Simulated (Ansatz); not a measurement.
# Lu (Lu, fcc): the cost of one run

Computed with Ansatz 0.2.0 (DFT PBE, plane waves (420 eV) with PAW, scalar-relativistic, unless a step says otherwise).

## (1) The system as given

It takes space group Fm-3m (No. 225, cubic). The conventional cell has a = 4.905 Å, b = 4.905 Å, c = 4.905 Å, α = 90.00°, β = 90.00°, γ = 90.00°. Lu (site symmetry m-3m) is surrounded by 12 Lu at 3.47 Å.

Coordinates:

```
Lu
1.0
     0.00000    2.45233    2.45233
     2.45233    0.00000    2.45233
     2.45233    2.45233    0.00000
Lu
1
Direct
  0.00000 0.00000 0.00000
```

## (2) Geometry optimisation

Contents of input.yaml:

```yaml
crystal:
  lattice:
    - [0.0, 2.4523337552, 2.4523337552]
    - [2.4523337552, 0.0, 2.4523337552]
    - [2.4523337552, 2.4523337552, 0.0]
  atoms:
    - { symbol: Lu, position: [0.0, 0.0, 0.0] }
hamiltonian:
  xc: pbe
  pseudopotentials:
    kind: paw
    azcp:
      Lu: "pseudopotentials/Lu.paw.azcp"
basis:
  ecutwfc: 420
  fft_grid_basis: typed
kpoints:
  mp_grid: { grid: [11, 11, 11], shift: [0, 0, 0] }
magnetization:
  spin_polarized: false
scf:
  occupations: { method: fermi_dirac, width: 0.1 }
relax:
  max_steps: 60
  f_tol: 0.01
  cell: {}
```

**Question.** How long does this run take on 1 thread of an x86-64 CPU, shared host, and how much memory does it need?

About 9.6 s, with a peak of 0.5 GiB.
